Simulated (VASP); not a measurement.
# Mo (Im-3m) in VASP: density of states with PBE

Aim: the density of states of Mo with PBE.

All numbers are computed with VASP 6.6.1; they aren't measurements. Logs are shortened: lines on timing, memory, paths and dates and some standing lists are left out, and cuts for length are marked.

## Step 1: The structure

The structure is cubic, space group Im-3m (No. 229). The conventional cell has a = 3.170 Å, b = 3.170 Å, c = 3.170 Å, α = 90.00°, β = 90.00°, γ = 90.00°. Around Mo (site symmetry m-3m) lie 8 Mo at 2.75 Å.

## Step 2: Density of states, PBE

File POSCAR:

```
Mo                                      
1.0
   -1.5851461060      1.5851461060      1.5851461060
    1.5851461060     -1.5851461060      1.5851461060
    1.5851461060      1.5851461060     -1.5851461060
  Mo            
     1
Direct
     0.0000000000000000    0.0000000000000000    0.0000000000000000
```

File INCAR.step1:

```
PREC = Accurate ; ENCUT = 520
EDIFF = 1E-7 ; ISMEAR = 0
SIGMA = 1.0 ; LREAL = F
LASPH = T ; NELM = 80
ALGO = Fast ; ISIF = 2
LWAVE = F ; LCHARG = T
LMAXMIX = 4 ; GGA = PE
NBANDS = 13
```

File KPOINTS.step1:

```
regular mesh
0
Gamma
  18 18 18
```

File INCAR.step2:

```
PREC = Accurate ; ENCUT = 520
EDIFF = 1E-7 ; ISMEAR = -5
SIGMA = 1.0 ; LREAL = F
LASPH = T ; NELM = 80
ALGO = Fast ; ISIF = 2
LWAVE = F ; LCHARG = F
LMAXMIX = 4 ; GGA = PE
LORBIT = 11 ; NBANDS = 13
NEDOS = 2001 ; ICHARG = 11
```

File KPOINTS.step2:

```
regular mesh
0
Gamma
  27 27 27
```

Potentials or basis: VASP PAW PBE potentials, release 64 (Mo_sv).

Command:

```console
> cat potpaw_PBE.64/Mo_sv/POTCAR > POTCAR
> cp INCAR.step1 INCAR
> cp KPOINTS.step1 KPOINTS
> mpirun -np 1 vasp_std > vasp.out
> cp INCAR.step2 INCAR
> cp KPOINTS.step2 KPOINTS
> mpirun -np 1 vasp_std > vasp.out
```

OUTCAR:

```text
PREC = Accurate
   ENCUT = 520
   EDIFF = 1E-7
   ISMEAR = -5
   LREAL = F
   LASPH = T
   NELM = 80
   ISIF = 2
   GGA = PE
   LORBIT = 11
   ICHARG = 11

 ion  position               nearest neighbor table
   1  0.000  0.000  0.000-

  LATTYP: Found a body centered cubic cell.
 ALAT       =     3.1702922120

  Lattice vectors:

 A1 = (  -1.5851461060,   1.5851461060,   1.5851461060)
 A2 = (   1.5851461060,  -1.5851461060,   1.5851461060)
 A3 = (   1.5851461060,   1.5851461060,  -1.5851461060)

Analysis of symmetry for initial positions (statically):
=====================================================================
 Subroutine PRICEL returns:
 Original cell was already a primitive cell.

 Routine SETGRP: Setting up the symmetry group for a
 body centered cubic supercell.

 Subroutine GETGRP returns: Found 48 space group operations
 (whereof 48 operations were pure point group operations)
 out of a pool of 48 trial point group operations.

The static configuration has the point symmetry O_h .

Analysis of symmetry for dynamics (positions and initial velocities):
=====================================================================
 Subroutine PRICEL returns:
 Original cell was already a primitive cell.

 Routine SETGRP: Setting up the symmetry group for a
 body centered cubic supercell.

 Subroutine GETGRP returns: Found 48 space group operations
 (whereof 48 operations were pure point group operations)
 out of a pool of 48 trial point group operations.

The dynamic configuration has the point symmetry O_h .

 Subroutine INISYM returns: Found 48 space group operations
 (whereof 48 operations are pure point group operations),
 and found     1 'primitive' translations

----------------------------------------------------------------------------------------

                                     Primitive cell

  volume of cell :      15.9319

  direct lattice vectors                    reciprocal lattice vectors
    -1.585146106  1.585146106  1.585146106     0.000000000  0.315428337  0.315428337
     1.585146106 -1.585146106  1.585146106     0.315428337  0.000000000  0.315428337
     1.585146106  1.585146106 -1.585146106     0.315428337  0.315428337  0.000000000

  length of vectors
     2.745553593  2.745553593  2.745553593     0.446083032  0.446083032  0.446083032

  position of ions in fractional coordinates (direct lattice)
     0.000000000  0.000000000  0.000000000

  ion indices of the primitive-cell ions
   primitive index   ion index
                 1           1

----------------------------------------------------------------------------------------

 KPOINTS: regular mesh

Automatic generation of k-mesh.
 Grid dimensions read from file:
 generate k-points for:   27   27   27

 Generating k-lattice:

  Cartesian coordinates                     Fractional coordinates (reciprocal lattice)
     0.000000000  0.011682531  0.011682531     0.037037037  0.000000000  0.000000000
     0.011682531  0.000000000  0.011682531     0.000000000  0.037037037  0.000000000
     0.011682531  0.011682531  0.000000000     0.000000000  0.000000000  0.037037037

  Length of vectors
     0.016521594  0.016521594  0.016521594

  Shift w.r.t. Gamma in fractional coordinates (k-lattice)
     0.000000000  0.000000000  0.000000000

 TETIRR: Found  23679 inequivalent tetrahedra from   118098

 Subroutine IBZKPT returns following result:
 ===========================================

 Found    560 irreducible k-points:

 Following reciprocal coordinates:
            Coordinates               Weight
  0.000000  0.000000  0.000000      1.000000
  0.037037  0.000000  0.000000     12.000000
  0.074074  0.000000  0.000000     12.000000
  0.111111  0.000000  0.000000     12.000000
  0.148148  0.000000  0.000000     12.000000
  0.185185  0.000000  0.000000     12.000000
[... 16 lines left out ...]
  0.333333  0.037037 -0.000000     48.000000
  0.370370  0.037037  0.000000     48.000000
 [... further k-points ...]
   k-points           NKPTS =    560   k-points in BZ     NKDIM =    560   number of bands    NBANDS=     13
   number of dos      NEDOS =   2001   number of ions     NIONS =      1
   total plane-waves  NPLWV =   8000
   dimension x,y,z NGX =    20 NGY =   20 NGZ =   20
   dimension x,y,z NGXF=    40 NGYF=   40 NGZF=   40
   ions per type =               1
   NGX,Y,Z   is equivalent  to a cutoff of  12.11, 12.11, 12.11 a.u.
   NGXF,Y,Z  is equivalent  to a cutoff of  24.22, 24.22, 24.22 a.u.
 SYSTEM =  unknown system
   PREC   = accura    normal or accurate (medium, high low for compatibility)
   ISTART =      0    job   : 0-new  1-cont  2-samecut
   ICHARG =     11    charge: 1-file 2-atom 10-const
   ISPIN  =      1    spin polarized calculation?
   LNONCOLLINEAR =      F non collinear calculations
   LSORBIT =      F    spin-orbit coupling
   LASPH  =      T    aspherical Exc in radial PAW
   ENCUT  =  520.0 eV  38.22 Ry    6.18 a.u.   5.10  5.10  5.10*2*pi/ulx,y,z
   NELM   =     80;   NELMIN=  2; NELMDL=  0     # of ELM steps
   EDIFF  = 0.1E-06   stopping-criterion for ELM
   LREAL  =      F    real-space projection
   EDIFFG = 0.1E-05   stopping-criterion for IOM
   NSW    =      0    number of steps for IOM
   IBRION =     -1    ionic relax: 0-MD 1-quasi-New 2-CG
   NFREE  =      0    steps in history (QN), initial steepest desc. (CG)
   ISIF   =      2    stress and relaxation
   ISYM   =      2    0-nonsym 1-usesym 2-fastsym
   POTIM  = 0.5000    time-step for ionic-motion
   TEBEG  =    0.0;   TEEND  =   0.0 temperature during run
   PSTRESS=    0.0 pullay stress
   NELECT =      14.0000    total number of electrons
   NUPDOWN=      -1.0000    fix difference up-down
   EMIN   =  10.00;   EMAX   =-10.00  energy-range for DOS
   EFERMI =   0.00;   METHOD = LEGACY
   ISMEAR =    -5;   SIGMA  =   1.00  broadening in eV -4-tet -1-fermi 0-gaus
   EFERMI_NEDOS =   21; number of points for ismear=-14 and -15
   IALGO  =     68    algorithm
   IMIX   =      4    mixing-type and parameters
     AMIX     =   0.40;   BMIX     =  1.00
     AMIX_MAG =   1.60;   BMIX_MAG =  1.00
  volume/ion in A,a.u.               =      15.93       107.51
  Fermi-wavevector in a.u.,A,eV,Ry     =   1.568056  2.963196 33.453997  2.458799
  Thomas-Fermi vector in A             =   2.670144
   LORBIT       =     11    0 simple, 1 ext, 2 COOP (PROOUT), +10 PAW based schemes
   GGA     = PE    functional components
   LHFCALC =     F    Hartree Fock is set to
   AEXX    =    0.0000 exact exchange contribution
   IVDW    =     0    specifies the selected vdW correction
   LEPSILON=     F    determine dielectric tensor
   LRPA    =     F    only Hartree local field effects (RPA)
 non-spin polarized calculation
 RMM-DIIS sequential band-by-band and
 Fermi weights with tetrahedron method with Bloechl corrections
  energy-cutoff  :      520.00
  volume of cell :       15.93
 maximum number of plane-waves:       444

 number of electron      14.0000005 magnetization

 Free energy of the ion-electron system (eV)
  ---------------------------------------------------
  ext. energy  EPLUGINS =         0.00000000
  ---------------------------------------------------
  free energy    TOTEN  =       -10.93537292 eV

  energy without entropy =      -10.93537292  energy(sigma->0) =      -10.93537292

 E-fermi :  12.3314     XC(G=0): -13.2768

 val. band max:       12.3731964964   @ k =   0.3704   0.0370   0.0000
 cond. band min:      12.2392264729   @ k =  -0.1852   0.1852   0.1852
 fundamental gap:     -0.1339700235
 Fermi energy:        12.3314135079

 k-point     1 :       0.0000    0.0000    0.0000
  band No.  band energies     occupation
      1     -48.9367      2.00000
      2     -22.2496      2.00000
      3     -22.2496      2.00000
      4     -22.2496      2.00000
      5       5.1186      2.00000
      6      10.9875      2.00000
      7      10.9875      2.00000
      8      10.9875      2.00000
      9      13.9453      0.00000
     10      13.9453      0.00000
     11      27.0894      0.00000
     12      27.0894      0.00000
     13      27.0894      0.00000

 k-point     2 :       0.0370    0.0000    0.0000
  band No.  band energies     occupation
      1     -48.9334      2.00000
      2     -22.2687      2.00000
      3     -22.2555      2.00000
      4     -22.2498      2.00000
      5       5.1787      2.00000
      6      10.9536      2.00000
      7      10.9826      2.00000
      8      11.0432      2.00000
      9      13.8934      0.00000
     10      13.9460      0.00000
     11      27.1352      0.00000
     12      27.1902      0.00000
     13      27.2083      0.00000

 k-point     3 :       0.0741    0.0000    0.0000
  band No.  band energies     occupation
      1     -48.9238      2.00000
      2     -22.3247      2.00000
      3     -22.2729      2.00000
      4     -22.2501      2.00000
      5       5.3555      2.00000
      6      10.8552      2.00000
      7      10.9639      2.00000
      8      11.2095      2.00000
      9      13.7569      0.00000
     10      13.9494      0.00000
     11      27.2609      0.00000
     12      27.4889      0.00000
     13      27.5376      0.00000

 k-point     4 :       0.1111    0.0000    0.0000
  band No.  band energies     occupation
      1     -48.9084      2.00000
      2     -22.4139      2.00000
      3     -22.3006      2.00000
      4     -22.2508      2.00000
      5       5.6374      2.00000
      6      10.7020      2.00000
      7      10.9220      2.00000
      8      11.4831      2.00000
      9      13.5853      0.00000
     10      13.9582      0.00000
     11      27.4277      0.00000
     12      27.9742      0.00000
     13      27.9957      0.00000

 k-point     5 :       0.1481    0.0000    0.0000
  band No.  band energies     occupation
      1     -48.8880      2.00000
      2     -22.5307      2.00000
      3     -22.3372      2.00000
      4     -22.2516      2.00000
      5       6.0031      2.00000
      6      10.5075      2.00000
      7      10.8509      2.00000
      8      11.8590      2.04142
      9      13.4385      0.00000
     10      13.9762      0.00000
     11      27.5628      0.00000
     12      28.4475      0.00000
     13      28.6300      0.00000
[... 257 lines left out ...]
 k-point    22 :       0.2963    0.0370   -0.0000
  band No.  band energies     occupation
      1     -48.7648      2.00000
      2     -23.1912      2.00000
      3     -22.5498      2.00000
      4     -22.2641      2.00000
      5       7.4010      2.00000
      6       9.5191      2.00000
      7      11.2310      2.00000
      8      13.6109      0.00000
      9      14.2943      0.00000
     10      14.6225      0.00000
     11      26.0578      0.00000
     12      26.9187      0.00000
     13      32.8216      0.00000

 k-point    23 :       0.3333    0.0370   -0.0000
  band No.  band energies     occupation
      1     -48.7400      2.00000
      2     -23.3175      2.00000
      3     -22.5926      2.00000
      4     -22.2652      2.00000
      5       7.3806      2.00000
      6       9.3435      2.00000
      7      11.7695      2.03068
      8      13.7764      0.00000
      9      14.3893      0.00000
     10      15.3209      0.00000
     11      25.4643      0.00000
     12      26.0104      0.00000
     13      32.0512      0.00000

 k-point    24 :       0.3704    0.0370    0.0000
  band No.  band energies     occupation
      1     -48.7191      2.00000
      2     -23.4225      2.00000
      3     -22.6282      2.00000
      4     -22.2662      2.00000
      5       7.3019      2.00000
      6       9.2011      2.00000
      7      12.3732      1.06996
      8      13.9194      0.00000
      9      14.4938      0.00000
     10      15.9789      0.00000
     11      24.9164      0.00000
     12      25.1674      0.00000
     13      30.9687      0.00000

 [... further k-points ...]
[... 5 lines left out ...]
  --------------------------------------------------------------------------------------
  -------------------------------------------------------------------------------------
  Total       -0.6331936     -0.6331936     -0.6331936      0.0000000      0.0000000     -0.0000000
  in kB      -63.6765030    -63.6765030    -63.6765030      0.0000000      0.0000000     -0.0000000
  external PRESSURE =     -63.6765030 kB  Pullay stress =       0.0000000 kB

 VOLUME and BASIS-vectors are now :
 -----------------------------------------------------------------------------
  energy-cutoff  :      520.00
  volume of cell :       15.93
      direct lattice vectors                 reciprocal lattice vectors
    -1.585146106  1.585146106  1.585146106     0.000000000  0.315428337  0.315428337
     1.585146106 -1.585146106  1.585146106     0.315428337  0.000000000  0.315428337
     1.585146106  1.585146106 -1.585146106     0.315428337  0.315428337  0.000000000

 POSITION                                       TOTAL-FORCE (eV/Angst)
 -----------------------------------------------------------------------------------
      0.00000      0.00000      0.00000         0.000000      0.000000      0.000000
 -----------------------------------------------------------------------------------
    total drift:                                0.000000     -0.000000     -0.000000

  FREE ENERGIE OF THE ION-ELECTRON SYSTEM (eV)
  ---------------------------------------------------
  free  energy   TOTEN  =       -10.9353729245 eV

  energy  without entropy=      -10.9353729245  energy(sigma->0) =      -10.93537292

 total charge

# of ion       s       p       d       tot
------------------------------------------
    1        2.376   6.202   3.875  12.452
```

It took 60 s on 1 thread of AMD EPYC 9R45 (Zen 5), shared host; peak memory 0.23 GiB.

What came out:

```
Valence electrons inside the program's atomic spheres : Mo 12.45
```

States per cell in windows of 0.5 eV (zero at the Fermi level; states under -8 eV left out):
```csv
from (eV),total,Mo1_d,Mo1_p,Mo1_s
-8.0,0.00,0.00,0.00,0.00
-7.5,0.00,0.00,0.00,0.00
-7.0,0.02,0.00,0.00,0.01
-6.5,0.04,0.00,0.00,0.02
-6.0,0.06,0.00,0.00,0.03
-5.5,0.15,0.05,0.00,0.04
-5.0,0.53,0.26,0.01,0.09
-4.5,0.71,0.41,0.02,0.08
-4.0,0.61,0.38,0.02,0.05
-3.5,0.66,0.50,0.02,0.01
-3.0,0.80,0.61,0.03,0.00
-2.5,0.51,0.38,0.02,0.01
-2.0,0.93,0.64,0.06,0.02
-1.5,0.47,0.31,0.04,0.01
-1.0,0.27,0.17,0.03,0.01
-0.5,0.27,0.19,0.02,0.00
0.0,0.39,0.30,0.02,0.01
0.5,0.57,0.47,0.02,0.01
1.0,0.69,0.60,0.01,0.01
1.5,0.79,0.71,0.01,0.00
2.0,1.08,0.99,0.01,0.01
2.5,0.46,0.40,0.01,0.01
3.0,0.37,0.31,0.02,0.01
3.5,0.31,0.26,0.01,0.01
4.0,0.18,0.14,0.01,0.01
4.5,0.16,0.11,0.02,0.01
5.0,0.14,0.09,0.02,0.01
5.5,0.13,0.07,0.02,0.01
6.0,0.14,0.07,0.02,0.01
6.5,0.13,0.06,0.02,0.01
7.0,0.12,0.06,0.03,0.01
7.5,0.11,0.05,0.03,0.01
```

Caveat: tetrahedron occupations give inexact forces and stress in metals.
